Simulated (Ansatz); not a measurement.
Input of an Ansatz 0.2.0 run:

File input.yaml:

```yaml
crystal:
  lattice:
    - [3.18, 0.0, 0.0]
    - [-1.59, 2.753960784, 0.0]
    - [0.0, 0.0, 5.166]
  atoms:
    - { symbol: Ga, position: [0.6666666667, 0.3333333333, 0.5] }
    - { symbol: Ga, position: [0.3333333333, 0.6666666667, 0.0] }
    - { symbol: "N", position: [0.6666666667, 0.3333333333, 0.875] }
    - { symbol: "N", position: [0.3333333333, 0.6666666667, 0.375] }
kpoints:
  mp_grid: { grid: [8, 8, 4] }
  band_path:
    path:
      - [0.0, 0.0, 0.0]
      - [0.5, 0.0, 0.0]
      - [0.3333333333, 0.3333333333, 0.0]
      - [0.0, 0.0, 0.0]
      - [0.0, 0.0, 0.5]
      - [0.5, 0.0, 0.5]
      - [0.3333333333, 0.3333333333, 0.5]
      - [0.0, 0.0, 0.5]
    npoints: 6
scf:
  occupations: { method: fermi_dirac, width: 0.05 }
hamiltonian:
  xc: pbesol
  pseudopotentials: { kind: all_electron, lapw: { basis_error: 0.002 } }
magnetization:
  noncollinear: true
  spin_orbit: true
output:
  forces: true
  stress: true
  eigenvalues: true
```

Potentials or basis: all-electron LAPW, relativistic spinors.

The run is started by

```console
$ ansatz run input.yaml --threads 2 --pin off --max-ram 8192MiB --backend cpu --events-out ev --progress --plain --runs-dir out
```

(1) Predict the band gap along the path.

(2) Predict the largest force.

(3) Predict the pressure.

Answers

(1) 1.92 eV, direct.

(2) 0.132 eV/Å.

(3) 1.0 GPa.

**The experiment to reproduce.**

“Studying electronic properties in GaN without electrical contacts using γ-γ vs e−-γ Perturbed Angular Correlations”, 2019, pmc:6823545 quotes, for a bulk crystal of GaN: band gap 3.503 ± 0.005 eV (direct).

Measured gap of GaN: 3.503 eV (direct; quoted in “Studying electronic properties in GaN without electrical contacts using γ-γ vs e−-γ Perturbed Angular Correlations”, 2019, pmc:6823545). This calculation gives 1.92 eV (-1.58 eV). The value is that of PBEsol, without temperature or zero-point motion. Semilocal functionals fall short of measured gaps as a rule.
